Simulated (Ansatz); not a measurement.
An input for Ansatz 0.2.0 (NaI):

The input input.yaml:

```yaml
crystal:
  lattice:
    - [0.0, 3.2364, 3.2364]
    - [3.2364, 0.0, 3.2364]
    - [3.2364, 3.2364, 0.0]
  atoms:
    - { symbol: I, position: [0.5, 0.5, 0.5] }
    - { symbol: Na, position: [0.0, 0.0, 0.0] }
hamiltonian:
  xc: { exchange: pbesol, correlation: pbesol, exx: { coeff: 0.25 } }
  pseudopotentials: { kind: paw_fr }
magnetization:
  noncollinear: true
  spin_orbit: true
kpoints:
  mp_grid: { grid: [4, 4, 4] }
scf:
  occupations: { method: tetrahedron }
  n_extra_bands: 6
output:
  forces: true
  stress: true
  dos: { projected: false, de: 0.05 }
```

Potentials or basis: Ansatz PAW.

Launch:

```bash
$ ansatz run input.yaml --threads 2 --pin off --max-ram 5632MiB --backend cpu --events-out ev --progress --plain --runs-dir out
```

Question: How does this run end?

Answer: The run stopped without a result. It printed:

Output:

```text
Error: 2 input errors — fix all and re-run
```
